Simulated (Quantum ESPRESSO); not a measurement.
AlNi under changes of volume

One of the cells (11.956 Å³/atom); the others are scaled copies at fixed shape and fractional positions:

```
Ni Al
1.0
     2.88100    0.00000    0.00000
     0.00000    2.88100    0.00000
     0.00000    0.00000    2.88100
Ni Al
1 1
Direct
  0.50000 0.50000 0.50000
  0.00000 0.00000 0.00000
```

```yaml
Program: Quantum ESPRESSO 7.5
Functional: rev-vdW-DF2
Potentials_or_basis: PseudoDojo 0.4.1 SR PBE standard
Cutoff: 1333 eV
Density_cutoff: 5333 eV
k_mesh: 6 × 6 × 6
Occupations: fermi-dirac, width 0.05 eV
Spin: collinear spin, ferromagnetic start
Starting_moments: "[1.0, 0.0] μB"
```

| volume (Å³/atom) | energy over the lowest point (meV/atom) | pressure (GPa) |
| --- | --- | --- |
| 11.239 | ? | ? |
| 11.478 | 11.16 | 7.6 |
| 11.717 | 2.85 | 3.7 |
| 11.956 | 0.00 | 0.2 |
| 12.196 | 2.04 | -2.9 |
| 12.435 | 8.48 | -5.7 |
| 12.674 | 18.86 | -8.2 |

What does the run at 11.239 Å³/atom give?

Energy over the lowest point 25.55 meV/atom; pressure 11.8 GPa.

Worked out: A Birch-Murnaghan fit of order 3 (a polynomial in V^(-2/3)) to the other rows has its minimum at 11.97 Å³/atom with B0 = V·E''(V) = 163 GPa and B' = 4.4. It gives 25.53 meV/atom at 11.239 Å³/atom, against the run's 25.55, and -dE/dV = 11.8 GPa, against 11.8.

Energies are extrapolated to zero smearing.

Caveats: some runs use coarse meshes; the potentials were made for another functional, which shifts forces and pressure.
